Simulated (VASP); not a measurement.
A run of VASP 6.6.1:

Contents of INCAR:

```
SYSTEM = MgI2
PREC = Accurate
ENCUT = 520
EDIFF = 1E-7
ISMEAR = 0
SIGMA = 0.02
LREAL = .False.
LASPH = .True.
NELM = 60
ALGO = Fast
ISIF = 2
LWAVE = .False.
LCHARG = .False.
GGA = CA
NBANDS = 15
```

KPOINTS

```
regular mesh
0
Gamma
  6 6 4
  0 0 0
```

The input POSCAR:

```
MgI2
1.0
    4.0774752860      0.0000000000      0.0000000000
   -2.0387376430      3.5311971809      0.0000000000
    0.0000000000      0.0000000000      6.6885602206
Mg I
1 2
Direct
    0.0000000000      0.0000000000      0.0000000000
    0.3333333333      0.6666666667      0.7523486881
    0.6666666667      0.3333333333      0.2476513119
```

Potentials or basis: VASP PAW LDA potentials, release 64 (Mg, I).

Launch:

```bash
$ cat potpaw_LDA.64/Mg/POTCAR potpaw_LDA.64/I/POTCAR > POTCAR
$ mpirun -np 1 vasp_std > vasp.out
```

Hardware: 1 thread of Intel(R) Xeon(R) 6975P-C (Granite Rapids) (shared host).

**Question.** Estimate the wall time of this run.

**Answer.** Wall time 20 s on 1 thread of Intel(R) Xeon(R) 6975P-C (Granite Rapids), with other jobs on the host, peak memory 0.18 GiB. Counts: scf iterations 14, k points 24.
